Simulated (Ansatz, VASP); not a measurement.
## AlN: VASP beside Ansatz

```
Al N
1.0
     3.11100    0.00000    0.00000
    -1.55550    2.69421    0.00000
     0.00000    0.00000    4.92822
Al N
2 2
Direct
  0.33333 0.66667 0.00000
  0.66667 0.33333 0.50000
  0.33333 0.66667 0.38500
  0.66667 0.33333 0.88500
```

Change from the starting cell: zz strain of -1 %.

Alike in both runs: task single point; functional PBE; k mesh 11 × 11 × 6; occupations fermi-dirac, width 0.02 eV; no spin polarisation.

|  | VASP | Ansatz |
| --- | --- | --- |
| version | VASP 6.6.1 | Ansatz 0.2.0 |
| potentials or method | VASP PAW PBE potentials, release 64 (Al, N), cutoff 520 eV | all-electron LAPW, scalar-relativistic |

Ansatz gave:

* gap on the k mesh at the Fermi level (eV): 4.22
* pressure (GPa): 6.0
* largest component of the traceless stress (GPa): 1.29
* rms of the force components (eV/Å): 0.033

**Question.** Which values does VASP return?

**Answer.** gap on the k mesh at the Fermi level (eV): 4.23; pressure (GPa): 5.8; largest component of the traceless stress (GPa): 1.34; rms of the force components (eV/Å): 0.033.

Atom by atom the forces differ by 0.000 eV/Å (rms over components). Ansatz ran all-electron here, so the differences hold the error of VASP's frozen core and of both bases.

Caveats: an odd mesh through Γ misses points on the zone boundary, where band edges often lie.
